**One SnSe cell under eleven methods: gap, volume and stiffness**

A four-atom hexagonal cell of SnSe, relaxed with r2SCAN, was computed with methods of rising cost. PM6 and PM7 are semi-empirical Hartree-Fock schemes and GFN1-xTB and GFN2-xTB are tight-binding schemes; these four work on a periodic 2×2×2 cluster of cells, hence 32 atoms computed. PBE and r2SCAN are semilocal density functionals, and GLLB-SC is a model potential aimed at gaps. SZV and sz-orbitals give each valence orbital one fixed radial function, while DZVP gives it two and adds polarisation functions.

SnSe (P6₃mc, 4-atom cell) by semi-empirical, tight-binding and density-functional methods, without spin polarisation or spin-orbit coupling. Gaps and times are from single points on the r2SCAN-relaxed cell, volumes from each method's relaxation or else its energy curve, and moduli at fixed cell shape. The coarse PBE run uses a 260 eV cutoff and a 3×3×2 k mesh.

| name | kind | band gap (eV) | volume per atom (Å³) | bulk modulus (GPa) | atoms computed | rough processor time, order of size (s) |
| --- | --- | --- | --- | --- | --- | --- |
| PM7 | semi-empirical | 6.307 | n/a | n/a | 32 | 0.8 |
| PM6 | semi-empirical | 5.096 | n/a | n/a | 32 | 1 |
| GFN1-xTB tblite | tight binding | 2.420 | n/a | n/a | 32 | 1 |
| PBE coarse-settings | low cutoff and mesh | 0.877 | n/a | n/a | 4 | 3 |
| GFN2-xTB tblite | tight binding | 3.031 | n/a | n/a | 32 | 4 |
| PBE SZV | small basis | 0.962 | 37.96 | 38.40 | 4 | 9 |
| PBE | semilocal | 0.874 | 35.04 | 36.00 | 4 | 10 |
| PBE sz-orbitals | small basis | 0.930 | n/a | n/a | 4 | 10 |
| PBE DZVP | small basis | 0.884 | 35.63 | 35.60 | 4 | 20 |
| r2SCAN | semilocal | 1.002 | 34.42 | 38.80 | 4 | 30 |
| GLLB-SC | model potential | 1.486 | n/a | n/a | 4 | 100 |

The cell is a hypothetical, flattened wurtzite and not the layered orthorhombic form in which SnSe is known: c/a is 1.217 against 1.633 for ideal wurtzite. With the edge a = 5.075 Å, an Sn and an Se on different threefold axes are at least a/√3 = 2.930 Å apart. The shortest Sn-Se contact in the cell is 2.798 Å, too short to join two such axes.

This contact must therefore be the single bond along c. Geometry then puts three bonds at 2.944 Å and a fifth neighbour at 3.376 Å on the opposite side along c. All gaps are single points on this one geometry, so differences between them come from the methods and their settings and not from the volume.

**(a) The gap starts above 6 eV, falls below 1 eV and rises again at the dear end. What orders it? Reason from the two limits of how an added electron is treated.**

*Solution.* Time is first tried as the ordering variable. The rank correlation of gap with time is −0.51 over all eleven rows but +0.63 over the seven four-atom rows, so the sign depends on which rows are taken. The five PBE rows act as a control, since they share the functional: time changes by a factor of about 7 and the gap by only 0.088 eV. The times are rough and belong to cells of different size, and they serve here only to rank classes of method.

Grouping by Hamiltonian does better. A least-squares line of gap against the logarithm of time through all rows leaves a root-mean-square residual of 1.29 eV, while the means of five classes (PM, GFN, PBE, r2SCAN, GLLB-SC) leave 0.29 eV. The comparison flatters the classes, which use five constants and reproduce the two one-row classes by construction. What the numbers do show is that the classes don't overlap: both PM gaps exceed both GFN gaps, which exceed GLLB-SC, then r2SCAN, then every PBE row. The last margin is thin: r2SCAN lies only 0.040 eV above PBE SZV, less than the spread among the PBE rows.

Theory explains the two ends of this order. The true gap is the energy to remove an electron minus the energy gained by adding one far away. In the Hartree-Fock limit an occupied orbital feels the other N − 1 electrons, because exchange cancels its repulsion with itself, whereas an empty orbital feels all N. The empty level is thus raised by the repulsion of one extra electron, and since the orbitals are frozen, the rest of the crystal does not polarise to screen that charge.

For a band orbital spread over the whole crystal this single repulsion fades with size. What remains is exchange summed over all filled orbitals, which acts like the self-repulsion of an electron localised on an atom or bond. A rough scale for it is the bare Coulomb energy over a bond length d, with e²/4πε₀ = 14.4 eV Å:

e²/(4πε₀d) = 14.4 eV Å / 2.798 Å ≈ 5 eV.

PM6 and PM7 lie 4.22 and 5.43 eV above PBE, which is the same order. The agreement should be read as order of size only, because these schemes damp and fit their Coulomb integrals, and because part of the excess has other sources, treated in (b).

The opposite limit is the semilocal Kohn-Sham one. Filled and empty orbitals move in one and the same potential, so the empty level pays nothing for the extra electron; the jump of the potential on adding an electron, the derivative discontinuity, vanishes for PBE in a solid. In a real semiconductor the term survives divided by roughly the dielectric constant ε. Hartree-Fock behaves as ε = 1 and overshoots, PBE behaves as ε → ∞ and usually undershoots, and methods that restore a part of the term fall between.

The two dearest rows are of this kind. r2SCAN depends on the kinetic-energy density, and as normally implemented its potential acts differently on different orbitals, which is the standard reason for its slightly wider gaps; here it lies 0.128 eV above PBE. GLLB-SC builds an orbital-dependent response term into its potential and is designed to estimate the discontinuity; it lies 0.612 eV above PBE. The order agrees with the argument, but it ranks the methods against one another and not against nature: spin-orbit coupling, left out in all rows, matters for Sn and Se and can move such a gap by a tenth of an eV or more (a rough, recalled size).

**(b) Three features don't follow from (a): the GFN gaps are about three times PBE although these schemes have no Hartree-Fock exchange; PBE at low cutoff and coarse mesh returns the PBE gap; and within each cluster pair one gap is clearly larger. Explain them.**

*Solution.* The first two features turn on where in the Brillouin zone the band edges lie. In the coarse PBE run the valence top is at H = (1/3, 1/3, 1/2) in units of the reciprocal lattice vectors, and the conduction bottom is close by, with the direct gap at H only 2.5 meV above the smallest gap. A 2×2×2 cluster computed at its zone centre is equivalent to the small cell sampled at k components 0 and 1/2, that is at Γ, M, A and L. H is not among them, and a smallest gap sought among fewer points of a given band structure can only be equal or larger.

The size follows from a parabola. If both bands curve away from H with a pair (reduced) mass μ, the gap at distance Δk is wider by ħ²Δk²/2μ. The nearest sampled point is L, at Δk = 2π/3a = 0.413 Å⁻¹, and with ħ²/2m = 3.81 eV Å² for the free mass m:

ħ²Δk²/2m = 3.81 × 0.413² ≈ 0.65 eV.

For flat bands (μ → ∞) the cluster loses nothing; for light bands the direct gap at L widens by more than an eV. The cluster, however, pairs the highest filled and the lowest empty level over all four points, which need not coincide, so its gap can widen by less.

GFN1 and GFN2 lie 1.546 and 2.157 eV above PBE. To put all of this down to sampling needs μ/m = 0.65/1.546 ≈ 0.4 for GFN1 and about 0.3 for GFN2, which are ordinary masses for a semiconductor. Sampling may thus carry part of the excess, but these masses don't measure its share: a parabola is crude so far from H, the conduction band of the coarse PBE run even falls by 2.5 meV over the first 0.129 Å⁻¹ towards A, and the edge position is taken from PBE. A direct measure needs no mass. The coarse PBE run lists its levels at Γ, M, A and L, and the smallest gap over these four points, less 0.877 eV, is what the cluster's sampling adds in PBE. That difference is not worked out here, and it carries over to the GFN schemes only as far as their bands resemble those of PBE. The minimal basis and the fit of the parameters to molecules act on the same gap and add to it.

The PM rows use the same cluster and a minimal basis too, so the GFN rows are the fairer baseline for the Hartree-Fock term. Measured from them, the PM excess runs from 5.096 − 3.031 ≈ 2.1 eV to about 3.9 eV (PM7 against GFN1). That is still a few eV, as the unscreened limit demands, but less than the full distance to PBE.

The coarse PBE row escapes this loss twice over. Its 3×3×2 mesh contains thirds in the plane and a half along c, so it lands on H, and the gap on the mesh alone is 0.880 eV. The tabulated 0.877 eV was moreover read from levels at added points, among them H and the conduction bottom at (0.28125, 0.28125, −0.5), which is off the mesh, so the mesh had only to supply the density. A filled-band crystal also needs few points for its density, and errors of a low cutoff tend to cancel in a difference of two levels. Hence 0.877 against 0.874 eV, equal for any practical purpose; where a gap is read from the mesh or cluster alone, edges at H call for multiples of three in the plane and an even number along c, and a finer mesh without that property can do worse.

This bears on the small shifts among the PBE rows. The gap rises by 0.088 eV for SZV and 0.010 eV for DZVP, shrinking as the basis grows, which is what basis error should do. The runs differ in mesh, however (3×3×2 for the coarse row, 5×5×5 or 6×6×4 elsewhere, not assigned to rows here). A zone-centred 5×5×5 mesh passes H at 0.194 Å⁻¹, worth about 0.14 eV by the same formula with the free mass; that is more than any shift among the PBE rows, so it is a rough size only. It would matter only for a gap read on the mesh alone. The SZV, DZVP and sz-orbitals gaps were read, like the coarse one, at added points that include H, so this error does not enter them. The mesh can then act only through the density, which should be a small effect, and the shifts are mainly those of the basis, with perhaps a share from the different programs. SZV's approach to the r2SCAN gap is thus a numerical error and not better physics.

For the third feature, take a Sn level and a Se level a distance Δ apart, coupled by a hopping V. The splitting is √(Δ² + 4V²) and the polarity of the bond is Δ/√(Δ² + 4V²). With Δ → 0 the bond is covalent, with no charge transfer and splitting 2V; with Δ ≫ V it is ionic and the splitting tends to Δ. A parameter set with larger Δ should give both more charge on Sn and a wider gap. The model is a sketch: the GFN cell holds 20 valence electrons, ten per pair, so Sn keeps its 5s pair, and the gap is expected between a Se p level pushed up by Sn 5s and an empty Sn p level. The s-p spacing of Sn in each parameter set then matters as well.

The charges from the same runs follow this in sign within each pair. From PM6 to PM7 the Sn charge rises by 0.230 e and the gap by 1.211 eV; from GFN1 to GFN2 the rises are 0.253 e and 0.611 eV. Nearly the same charge step thus goes with twice the gap step in the Hartree-Fock pair. The two-level model alone does not explain this difference, and the separate shifts of the filled and empty levels can't settle it, since different parameter sets share no common zero of energy.

One least-squares line of gap against charge through all four rows has slope 6.9 eV/e and leaves GFN2 0.83 eV below it, so charge alone does not join the two pairs. That Δ is the common cause remains a guess resting on two pairs, with charges that each method defines in its own way. Two other attempts at the GFN2 level failed to converge, but the run used here did converge, so they are no reason to trust its gap less than the others. As values for the crystal the PM gaps deserve the least trust, since a Hartree-Fock orbital gap is usually far too large.

**(c) A looser crystal is normally softer. Turn this rule into a formula, predict the r2SCAN, DZVP and SZV moduli from the PBE row, and explain where it fails.**

*Solution.* Write a method's energy curve as the PBE curve plus a correction δE(V), with V now the volume per atom. In the first limit δE is linear in V, a uniform pressure: it moves the minimum but adds no curvature, so the modulus B = V d²E/dV² is the PBE modulus read at the new volume. Murnaghan's form B = B₀ + B′P with dP = −B dV/V gives dB/B = −B′ dV/V, and so B = B₀(V₀/V)^B′. The pressure derivative is set to B′ = 4, a rough, recalled value typical of solids; B₀ and V₀ come from the PBE row alone.

For r2SCAN, a row that did not enter the constants:

B = 36.0 × (35.04/34.42)⁴ = 36.0 × 1.074 = 38.7 GPa,

against 38.8 GPa in the table. The exponent implied by the two rows is 4.2, uncertain by 0.2 from rounding. For this one pair the change of functional looks like a squeeze: r2SCAN is stiffer by about as much as its smaller cell demands. This holds if the PBE volume lies on the same fixed-shape curve as its modulus. The pressure of the coarse run, taken on the r2SCAN shape, would put the PBE minimum at 35.84 Å³ and speak against it, but most of that shift is an error of the coarse settings: the converged PBE run on the same cell has a lower pressure and puts the minimum closer to the tabulated 35.04 Å³. A single pair and a recalled B′ still leave some room for luck.

The small bases behave differently. DZVP expands the cell by 1.7% relative to PBE, and the model falls 5.4% below its tabulated modulus. SZV expands it by 8.3%, where the model gives 26.1 GPa, yet the row is stiffer than PBE. If volume and modulus belong to one energy curve, the SZV row can't be a mere shift of the minimum and its curve has extra curvature, for which the small basis is the likely source. If the volume came from a relaxation with free shape and the modulus from the fixed-shape curve, the two belong to different geometries, and 38.4 GPa is close to the 38.7 GPa the model gives at the r2SCAN volume. The table does not say which holds.

The first reading is the second limit, a curved δE. A basis error raises the energy, and a single fixed radial function suits a free or weakly bound atom best; under compression the orbitals should contract and polarise, and cannot. If the penalty grows ever faster as V shrinks, its negative slope pushes the minimum outward and its positive curvature stiffens the crystal, both at once. The excess over the model drops from 38.4 − 26.1 ≈ 12 GPa for SZV to about 2 GPa for DZVP, as more flexible orbitals would require, but the cause is untested here.

Two limits bite at this point. The volumes come either from a relaxation or from an energy curve, and pressures carry grid noise, so the small DZVP misfit is far less secure than the SZV one. All moduli are for fixed shape, which makes them upper bounds to those of a cell free to change c/a, a real freedom in a structure with one long fifth contact. On the first reading, the nearness of the SZV modulus to r2SCAN comes from a cell 10.3% too large relative to r2SCAN combined with extra curvature, two errors of opposite effect; on neither reading is it a sign of accuracy.

The same form tests the coarse run where the gap could not. Integrating once more gives P = (B₀/B′)[(V₀/V)^B′ − 1], so PBE should feel (36.0/4) × 0.074 = 0.67 GPa at the r2SCAN volume, whereas the coarse run reports 1.58 GPa with its cutoff flagged as too low. The stress sits almost wholly along c (4.41 GPa against 0.17 GPa in the plane), which looks like a true difference between the PBE and r2SCAN shapes. The converged PBE run on the same cell shows otherwise: there most of the excess and of the anisotropy is gone, so they are mainly an error of the coarse settings. Cutoff and mesh were changed together, so their shares stay open; an incomplete plane-wave basis alone is expected to lower the pressure, and here it is higher. Stress is a derivative of the total energy with respect to the cell and enjoys no cancellation between two levels, so a matching gap gives no licence to relax a cell at these settings.

The tight-binding rows are further off on the same scale. Both report a pressure near −9.4 GPa, a tension equal to about a quarter of the PBE modulus, so both would shrink the cell substantially if released. Their gaps in (b) therefore belong to a geometry that these schemes regard as stretched. Both schemes are fitted to molecules and their pressures for solids can be far off, so this tension says something about the schemes and not about SnSe.
